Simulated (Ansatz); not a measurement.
Be2C, 3 atoms in the cell. The structure is cubic, space group Fm-3m (No. 225). The conventional cell has a = 4.330 Å, b = 4.330 Å, c = 4.330 Å, α = 90.00°, β = 90.00°, γ = 90.00°. Around C (site symmetry m-3m) lie 8 Be at 1.87 Å. Around Be (site symmetry -43m) lie 4 C at 1.87 Å. 

| Quantity | Value |
| --- | --- |
| Program | Ansatz 0.2.0 |
| Task | band structure |
| Functional | PBEsol |
| Potentials or basis | all-electron LAPW, non-relativistic |
| Cutoff | 261 eV (chosen from the basis error) |
| Basis error allowed | 0.002 eV/atom |
| k mesh | 11 × 11 × 11 |
| Occupations | fermi-dirac, width 0.05 eV |
| Spin | no spin polarisation |

Potentials or basis: all-electron LAPW, non-relativistic.

The run is started by

```console
$ ansatz run input.yaml --threads 2 --pin off --max-ram 8192MiB --backend cpu --events-out ev --progress --plain --runs-dir out
```

Hardware: 2 threads of Arm Neoverse V2, on a shared host.

How long does it take, and how much memory?

Wall time 2.6 s on 2 threads of Arm Neoverse V2 (shared host), peak memory 0.23 GiB. Counts: scf iterations 6, plane waves 181, k points 56, bands 11.
